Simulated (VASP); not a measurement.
W:

```
W
1.0
     0.00000    2.03000    2.03000
     2.03000    0.00000    2.03000
     2.03000    2.03000    0.00000
W
1
Direct
  0.00000 0.00000 0.00000
```

This isn't the form of W at room conditions, which is bcc.

```yaml
Program: VASP 6.6.1
Task: relaxation of cell and atoms
Functional: optB88-vdW
Potentials_or_basis: VASP PAW PBE potentials, release 64 (W_sv)
Cutoff: 600 eV
k_mesh: 11 × 11 × 11
Occupations: fermi-dirac, width 0.05 eV
Spin: no spin polarisation
```

At the start: pressure -4.4 GPa; volume 16.73 Å³/atom.

**Question.** How do energy, volume and symmetry change on relaxing?

**Answer.** Over 4 steps the energy falls by 3.6 meV/atom and the volume is 16.47 Å³/atom (-1.5 %); space group Fm-3m (No. 225, to 0.05 Å).

Step by step:
| step | energy change (eV) | largest force (eV/Å) | pressure (GPa) | volume (Å³) |
| --- | --- | --- | --- | --- |
| 1 | 0.0000 | 0.0000 | -4.41 | 16.73 |
| 2 | 0.0385 | 0.0000 | 16.95 | 15.64 |
| 3 | -0.0036 | 0.0000 | -0.10 | 16.48 |
| 4 | -0.0036 | 0.0000 | -0.01 | 16.47 |

Final structure:
```
W
1.0
     0.00000    2.01952    2.01952
     2.01952    0.00000    2.01952
     2.01952    2.01952    0.00000
W
1
Direct
  0.00000 0.00000 0.00000
```

Caveat: the PAW data sets were made with another functional, which shifts forces and pressure a little.
